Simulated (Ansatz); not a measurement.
Reactions of C3H6SSi (`C[SiH]1C=CS1`).

Calculated with Ansatz (gas phase, PBE0-D4/def2-TZVP geometries, no zero-point term in ΔE). CCSD(T)/CBS adds triple-zeta CCSD(T) − MP2 to the extrapolated MP2 energy (def2 sets, frozen cores). This one scheme is used for every species, atoms too. DFT in def2-TZVPP. No spin–orbit coupling; open shells (•) take unrestricted orbitals. Spin–orbit coupling would lower the free atoms: a little for C, S, Si. For Ge outer-core shells are correlated without core-valence functions, so the limit isn't a true one: a few kJ/mol of doubt a bond, and 10 to 20 or more in all where bonds break to atoms. Scalar relativity is left out up to krypton. Each species was taken in one conformer, which may not be the lowest.

| reaction | CCSD(T)/CBS(def2) (kcal/mol) |
| --- | --- |
| `C[SiH]1C=CS1` → `C=CC([SiH3])=S` | 37.2 |
| `C[SiH]1C=CS1` + `CCC(C)C` → `CCCC(C)C` + `C1=CS[SiH2]1` | ? |
| `C[SiH]1C=CS1` → `C=C1C[SiH2]S1` | 8.3 |
| `C[SiH]1C=CS1` → 3 C• + 6 H• + S• + Si• | 1020.2 |
| `C[SiH]1C=CS1` + SiH₄ → `[SiH3][SiH]1C=CS1` + CH₄ | -0.8 |
| `C[SiH]1C=CS1` → `CC#CS[SiH3]` | 33.5 |
| `C[SiH]1C=CS1` → `C1=CS[SiH2]1` + `[CH2]` (triplet) | 116.2 |
| `C[SiH]1C=CS1` + H₂ → `C1=CS[SiH2]1` + CH₄ | ? |
| `C[SiH]1C=CS1` + `[SiH3][NH][GeH3]` → `C[N]([SiH3])[GeH3]` + `C1=CS[SiH2]1` | ? |

(1) Fill in the missing values. (Estimate.)

Largest T1 diagnostic: 0.017, for `C=CC([SiH3])=S`.

Results:

(1) Computed: `C[SiH]1C=CS1` + `CCC(C)C` → `CCCC(C)C` + `C1=CS[SiH2]1`: +12.3 kcal/mol; `C[SiH]1C=CS1` + H₂ → `C1=CS[SiH2]1` + CH₄: -4.1 kcal/mol; `C[SiH]1C=CS1` + `[SiH3][NH][GeH3]` → `C[N]([SiH3])[GeH3]` + `C1=CS[SiH2]1`: +21.6 kcal/mol.
